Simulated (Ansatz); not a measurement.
**AlRu: strain energy, fitted**

AlRu, Pm-3m, a = 2.982 Å. The structure is a Materials Project entry; whether it is the stable form wasn't checked. Ansatz: r2SCAN, PAW, 500 eV, Γ-centred 18×18×18 mesh on 2 atoms, Gaussian smearing 0.10 eV; no spin polarisation. Series: equal strain along all axes, cell held, atoms fixed by symmetry; x is the strain in per cent. y is the free energy over the unstrained cell, V0 = 13.265 Å³/atom.

| x (%) | y (meV/atom) |
| --- | --- |
| -4.5 | ? |
| -3.0 | 81.34 |
| -1.5 | 19.14 |
| 0.0 | 0.00 |
| 1.5 | 17.93 |
| 3.0 | 67.67 |
| 4.5 | 144.56 |

Task: Fit y = c2 x² + c3 x³ to the other rows, turn c2 into a modulus, and predict the missing energy.

Result: Least squares on the rows shown. y = 8.2751 x² − 0.25245 x³. In eV per unit strain² c2 is 82.75; the stiffness is B for this strain (E = 9/2 B V0 ε², shape held): 2 × 82.75 × 160.2 / (9 × 13.265) = 222 GPa. The unstrained cell keeps some stress along the strain, worth a slope of 0.22 meV/atom per %, which the form leaves out. At x = -4.5 the fit asked for gives 190.58 meV/atom. The run gave 193.35 meV/atom, so the fit is 2.77 meV/atom too low, 1.4 % of the span of the series, against an rms of 0.17 meV/atom on the fitted rows. The row lies outside the fitted range. With a term in x⁴ added, a fit to the same known rows predicts 190.62 meV/atom, no real gain.